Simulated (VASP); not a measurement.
TePb, 2 atoms in the cell. The structure is cubic, space group Fm-3m (No. 225). Conventional cell: a = 6.462 Å, b = 6.462 Å, c = 6.462 Å, α = 90.00°, β = 90.00°, γ = 90.00°. Te (site symmetry m-3m) has 6 Pb at 3.23 Å as nearest neighbours. Pb (site symmetry m-3m) has 6 Te at 3.23 Å as nearest neighbours. 

| Item | Value |
| --- | --- |
| Program | VASP 6.6.1 |
| Task | relaxation of cell and atoms |
| Functional | r2SCAN |
| Potentials or basis | VASP PAW PBE potentials, release 64 (Te, Pb_d) |
| Cutoff | 600 eV |
| k mesh | 8 × 8 × 8 |
| Occupations | gaussian, width 0.03 eV |
| Spin | no spin polarisation |
| Further INCAR settings | ALGO = Normal; EDIFF = 1e-06; IBRION = 2; EDIFFG = -0.01; NSW = 90; ISIF = 3 |

Potentials or basis: VASP PAW PBE potentials, release 64 (Te, Pb_d).

Run with:

```bash
$ cat potpaw_PBE.64/Te/POTCAR potpaw_PBE.64/Pb_d/POTCAR > POTCAR
$ mpirun -np 1 vasp_std > vasp.out
```

Hardware: 1 thread of Intel(R) Xeon(R) 6975P-C (Granite Rapids) (shared host).

Problem. Estimate the wall time of this run.

Solution. Run time: 3.7 min on 1 thread of Intel(R) Xeon(R) 6975P-C (Granite Rapids), with other jobs on the host, peak memory 0.28 GiB. Counts: scf iterations 42, k points 29, ion steps 3.
